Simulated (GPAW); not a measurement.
# BAs (F-43m) in GPAW: further runs

One crystal, BAs, is run at these levels: PBE, B3LYP; tasks: single point.

Program: GPAW 26.7.0. These are calculated values, not measurements. Logs are shortened: lines on timing, memory, paths and dates and some standing lists are left out, and cuts for length are marked. The log counts tension as positive stress, the text compression.

## Step 1: The crystal as given

The structure is cubic, space group F-43m (No. 216). Conventional cell: a = 4.777 Å, b = 4.777 Å, c = 4.777 Å, α = 90.00°, β = 90.00°, γ = 90.00°. As (site symmetry -43m) has 4 B at 2.07 Å as nearest neighbours. B (site symmetry -43m) is surrounded by 4 As at 2.07 Å.

## Step 2: Single point, PBE

Input file run.py:

```python
from ase import Atoms
from ase.dft.bandgap import bandgap
from ase.io import write
from ase.units import GPa
from gpaw import GPAW, PW

atoms = Atoms(['As', 'B'],
              cell=[[0.0, 2.3885, 2.3885],
                    [2.3885, 0.0, 2.3885],
                    [2.3885, 2.3885, 0.0]],
              scaled_positions=[[0.75, 0.75, 0.75],
                                [0.0, 0.0, 0.0]],
              pbc=True)

calc = GPAW(mode=PW(600),
            xc='PBE',
            kpts={'size': (8, 8, 8), 'gamma': True},
            occupations={'name': 'fermi-dirac', 'width': 0.05},
            nbands=11,
            maxiter=120,
            txt='gpaw.txt')
atoms.calc = calc
energy = atoms.get_potential_energy()
forces = atoms.get_forces()
stress = atoms.get_stress()
calc.write('gs.gpw')
write('result.traj', atoms)
print(f'Energy: {energy:.6f} eV')
print('Forces (eV/A):')
print(forces.round(4))
print('Stress (GPa):', (stress / GPa).round(3))
print('Fermi level:', round(calc.get_fermi_level(), 4), 'eV')
print(f'Gap: {bandgap(calc)[0]:.4f} eV, direct: {bandgap(calc, direct=True)[0]:.4f} eV')
```

Potentials or basis: GPAW PAW data sets (gpaw-data 1.2.1), pw.

The run is started by

```
> OMP_NUM_THREADS=1 python run.py
```

gpaw.txt:

```text
__  _  _
 | _ |_)|_||  |
 |__||  | ||/\| - 26.7.0

Input parameters:
  mode=PW(ecut=600.0),
  kpts=MonkhorstPack(size=(8, 8, 8), gamma=True),
  maxiter=120,
  nbands=11,
  occupations=Occupations(name='fermi-dirac', width=0.05),
  xc=XC(name='PBE')

Diagonalizing LCAO Hamiltonian
Converting LCAO to pw mode

                   As

       B

Atoms  # Å, Bohr magnetons
|   | symbol |        x |        y |        z |    initial magnetic moments |
|---|--------|----------|----------|----------|-----------------------------|
| 0 |     As | 3.582750 | 3.582750 | 3.582750 | ( 0.0000,  0.0000,  0.0000) |
| 1 |      B | 0.000000 | 0.000000 | 0.000000 | ( 0.0000,  0.0000,  0.0000) |

Unit cell  # Å
| periodic |        x |        y |        z |  lengths |    angles |
|----------|----------|----------|----------|----------|-----------|
|      yes | 0.000000 | 2.388500 | 2.388500 | 3.377849 | 60.000000 |
|      yes | 2.388500 | 0.000000 | 2.388500 | 3.377849 | 60.000000 |
|      yes | 2.388500 | 2.388500 | 0.000000 | 3.377849 | 60.000000 |

Number of symmetries: 24
Symmetry operations  # r_c * U_cc + t_c -> r_c
|    | kind |            matrix            |
|----|------|------------------------------|
|  0 |  E   |  1, 0, 0,  0, 1, 0,  0, 0, 1 |
|  1 |  σ   |  1, 0, 0,  0, 0, 1,  0, 1, 0 |
|  2 |  σ   |  1, 0,-1,  0, 1,-1,  0, 0,-1 |
|  3 |  C3  |  1, 0,-1,  0, 0,-1,  0, 1,-1 |
|  4 |  C3  |  1,-1, 0,  0,-1, 1,  0,-1, 0 |
|  5 |  σ   |  1,-1, 0,  0,-1, 0,  0,-1, 1 |
|  6 |  σ   |  0, 1, 0,  1, 0, 0,  0, 0, 1 |
|  7 |  C3  |  0, 1, 0,  0, 0, 1,  1, 0, 0 |
|  8 |  C2  |  0, 1,-1,  1, 0,-1,  0, 0,-1 |
|  9 |  S4  |  0, 1,-1,  0, 0,-1,  1, 0,-1 |
| 10 |  C3  |  0, 0, 1,  1, 0, 0,  0, 1, 0 |
| 11 |  σ   |  0, 0, 1,  0, 1, 0,  1, 0, 0 |
| 12 |  S4  |  0, 0,-1,  1, 0,-1,  0, 1,-1 |
| 13 |  C3  |  0, 0,-1,  0, 1,-1,  1, 0,-1 |
| 14 |  S4  |  0,-1, 1,  1,-1, 0,  0,-1, 0 |
| 15 |  C2  |  0,-1, 1,  0,-1, 0,  1,-1, 0 |
| 16 |  C3  |  0,-1, 0,  1,-1, 0,  0,-1, 1 |
| 17 |  S4  |  0,-1, 0,  0,-1, 1,  1,-1, 0 |
| 18 |  S4  | -1, 1, 0, -1, 0, 1, -1, 0, 0 |
| 19 |  C3  | -1, 1, 0, -1, 0, 0, -1, 0, 1 |
| 20 |  C3  | -1, 0, 1, -1, 1, 0, -1, 0, 0 |
| 21 |  S4  | -1, 0, 1, -1, 0, 0, -1, 1, 0 |
| 22 |  σ   | -1, 0, 0, -1, 1, 0, -1, 0, 1 |
| 23 |  C2  | -1, 0, 0, -1, 0, 1, -1, 1, 0 |

BZ-sampling:
  Number of BZ points: 512
  Number of IBZ points: 29

  Monkhorst-Pack size: [8, 8, 8]
  Monkhorst-Pack shift: [0.0625, 0.0625, 0.0625]

K-points  # in reciprocal-cell coordinates
|     |                                coordinates |     weight |
|-----|--------------------------------------------|------------|
|   0 | (  0.00000000,   0.00000000,   0.00000000) | 0.00195312 |
|   1 | (  0.12500000,   0.12500000,   0.00000000) | 0.01171875 |
|   2 | (  0.12500000,   0.12500000,   0.12500000) | 0.01562500 |
|   3 | (  0.25000000,   0.12500000,   0.12500000) | 0.02343750 |
|   4 | (  0.25000000,   0.25000000,   0.00000000) | 0.01171875 |
|   5 | (  0.25000000,   0.25000000,   0.12500000) | 0.04687500 |
|   6 | (  0.25000000,   0.25000000,   0.25000000) | 0.01562500 |
|   7 | (  0.37500000,   0.25000000,  -0.37500000) | 0.04687500 |
|   8 | (  0.37500000,   0.25000000,   0.12500000) | 0.04687500 |
|   9 | (  0.37500000,   0.25000000,   0.25000000) | 0.04687500 |
| ... |                                            |            |
|  28 | (  0.50000000,   0.50000000,   0.50000000) | 0.00781250 |

Plane wave coefficients: 941
Cutoff: 600.0 eV

Spin-components: 1 (collinear spins)
Bands:           11
Projectors:      10
Spin-degeneracy: 2
Datatype:        complex128

Parallelization:
  kpt:    1
  domain: 1
  band:   1

Density:
  Valence electrons: 8.0
  Components: 1
  Grid points: [20 20 20]
  Charge: 0.0  # |e|

Potential:
  Grid points: [20 20 20]

species:
  As:
    name:    Arsenic
    Z:       33.0
    valence: 5
    core:    28
    charge:  0.0  # [|e|]
    compensation charges:
      type: gauss
      rc: 0.33  # [Å]
      lmax: 2
    cutoffs:
      filter: 1.87  # [Å]
      core: 2.96  # [Å]
    projectors
    | kind |    occ | energy [eV] | rcut [Å] |
    |------|--------|-------------|----------|
    |   4s |  2.000 |     -14.487 |    1.058 |
    |   4p |  3.000 |      -5.196 |    1.058 |
    |    s |        |      12.725 |    1.058 |
    |    p |        |      22.016 |    1.058 |
    |    d |        |       0.000 |    1.058 |

    Using partial waves for As as LCAO basis

  B:
    name:    Boron
    Z:       5.0
    valence: 3
    core:    2
    charge:  0.0  # [|e|]
    compensation charges:
      type: gauss
      rc: 0.20  # [Å]
      lmax: 2
    cutoffs:
      filter: 1.14  # [Å]
      core: 1.38  # [Å]
    projectors
    | kind |    occ | energy [eV] | rcut [Å] |
    |------|--------|-------------|----------|
    |   2s |  2.000 |      -9.443 |    0.635 |
    |   2p |  1.000 |      -3.606 |    0.635 |
    |    s |        |      17.768 |    0.635 |
    |    p |        |      23.605 |    0.635 |
    |    d |        |       0.000 |    0.635 |

    Using partial waves for B as LCAO basis

Reference energy: -62172.463167  # eV

eigensolver:
  PPCG
  Converge bands: occupied
  niter=2

density mixing:
  MSR1-Mixer
  Pratt-step length: 0.05
  Maximum mixing coefficient: 0.75
  Old densities: 10
  SVD Regularization: 0.005
  Good broyden scale: 1.0
  Trust region scale: 1.0
  Backstep threshold: 4.0
  History deletion threshold: 6.0
  Fourier metric: weight=20.0, sigma=0.015

occupation numbers:
  Fermi-Dirac:
    width: 0.0500  # eV

poisson solver:
  ecut: 4800.0  # eV

xc functional:
  name: PBE with 2 nearest neighbor stencil

convergence criteria:
- Maximum [total energy] change in last 3 cyles: 0.0005 eV / valence electron
- Maximum integral of absolute [dens]ity change: 0.0001 electrons / valence electron
- Maximum integral of absolute [eigenst]ate change: 4e-08 eV^2 / valence electron
maximum number of iterations: 120

SCF iterations
|iter     | |      energy | eigst |  dens |
|---------|-|-------------|-------|-------|
|iter:   1| |  -11.971247 | -0.28 |       |
|iter:   2| |  -11.853857 | -2.30 | -0.72 |
|iter:   3| |  -11.397374 | -1.77 | -0.76 |
|iter:   4| |  -11.394836 | -3.18 | -1.44 |
|iter:   5| |  -11.395268c| -4.06 | -1.89 |
|iter:   6| |  -11.395297c| -5.77 | -2.66 |
|iter:   7| |  -11.395298c| -7.51c| -3.61 |
|iter:   8| |  -11.395298c| -8.49c| -4.14c|

Converged in 8 steps
Energy contributions relative to reference atoms: (reference = -62172.463167)

Energy contributions:
  Kinetic:          20.234918
  Coulomb:         -17.892630
  Zero:             -0.007722
  External:          0.000000
  Xc:              -13.729864
  Entropy:          -0.000000
  Spinorbit:         0.000000
  ----------------------------
  Free energy:     -11.395298
  Extrapolated:    -11.395298

dipole moment: (-3.219153, -3.219153, -3.219153)  # |e|*Ang

Fermi level: 8.558
Eigenvalues  # (at kpt = [0.000, 0.000, 0.000])
| band index |      eig [eV] | occ [0-2] |
|------------|---------------|-----------|
|          0 |        -7.415 |     2.000 |
|          1 |         7.977 |     2.000 |
|          2 |         7.977 |     2.000 |
|          3 |         7.977 |     2.000 |
|          4 |        11.270 |     0.000 |
|          5 |        11.270 |     0.000 |
|          6 |        11.270 |     0.000 |
|          7 |        12.705 |     0.000 |
|          8 |        17.625 |     0.000 |
|          9 |        21.061 |     0.000 |
|         10 |        22.443 |     0.000 |

Gap: 1.197 eV
Transition (v -> c):
  (s=0, k=0, n=3, [0.00, 0.00, 0.00]) -> (s=0, k=12, n=4, [0.38, 0.38, 0.00])
Direct/indirect transitions are different
Direct gap: 3.293 eV
Transition at: (s=0, k=0, n=3, [0.00, 0.00, 0.00])

Forces  # eV/Ang
|        x |        y |        z |
|----------|----------|----------|
|  0.00000 | -0.00000 | -0.00000 |  # As   0
| -0.00000 |  0.00000 |  0.00000 |  # B    1

Stress tensor  # eV/Ang^3
|         x |         y |         z |
|-----------|-----------|-----------|
| -0.020699 | -0.000000 |  0.000000 |
| -0.000000 | -0.020699 | -0.000000 |
|  0.000000 | -0.000000 | -0.020699 |

# Writing to gs.gpw (mode='')
```

Run time: 5.7 s. Hardware: 1 thread of Arm Neoverse V1, shared host; peak memory 0.13 GiB.

What came out:

```
Free energy            : -11.3953 eV
Pressure               : 3.3 GPa
Band gap on the k mesh : 1.20 eV, indirect (least direct gap 3.29 eV)
```

Caveat: the cutoff is short for stress and forces, so pressures can be off by a GPa or more.

## Step 3: Single point, PBE

Input file run.py:

```python
from ase.dft.bandgap import bandgap
from ase.io import write
from ase.spacegroup import crystal
from ase.units import GPa
from gpaw import GPAW, PW

# As 4c
# B 4a
atoms = crystal(['As', 'B'],
                basis=[[0.25, 0.25, 0.25],
                       [0.0, 0.0, 0.0]],
                spacegroup=216, setting=1,  # F-43m
                cellpar=[4.777, 4.777, 4.777, 90.0, 90.0, 90.0],
                primitive_cell=True)

calc = GPAW(mode=PW(500),
            xc='PBE',
            kpts={'size': (8, 8, 8), 'gamma': True},
            occupations={'name': 'fermi-dirac', 'width': 0.05},
            nbands=11,
            convergence={'density': 1e-05, 'energy': 1e-05},
            maxiter=60,
            txt='gpaw.txt')
atoms.calc = calc
energy = atoms.get_potential_energy()
forces = atoms.get_forces()
stress = atoms.get_stress()
calc.write('gs.gpw')
write('result.traj', atoms)
print(f'Energy: {energy:.6f} eV')
print('Forces (eV/A):')
print(forces.round(4))
print('Stress (GPa):', (stress / GPa).round(3))
print('Fermi level:', round(calc.get_fermi_level(), 4), 'eV')
print(f'Gap: {bandgap(calc)[0]:.4f} eV, direct: {bandgap(calc, direct=True)[0]:.4f} eV')
```

Potentials or basis: GPAW PAW data sets (gpaw-data 1.2.1), pw.

The run is started by

```
> OMP_NUM_THREADS=1 python run.py
```

Run time: 5.3 s. Hardware: 1 thread of Intel Xeon Platinum 8488C (Sapphire Rapids), shared host; peak memory 0.12 GiB.

These settings aren't checked as converged: the numbers below hold their error.

Results:

| Item | Value |
| --- | --- |
| Free energy | -11.3921 eV |
| Pressure | 3.3 GPa |
| Band gap on the k mesh | 1.20 eV, indirect (least direct gap 3.29 eV) |

Caveat: the cutoff is short for stress and forces, so pressures can be off by a GPa or more.

(Continued in part 2 of 2.)
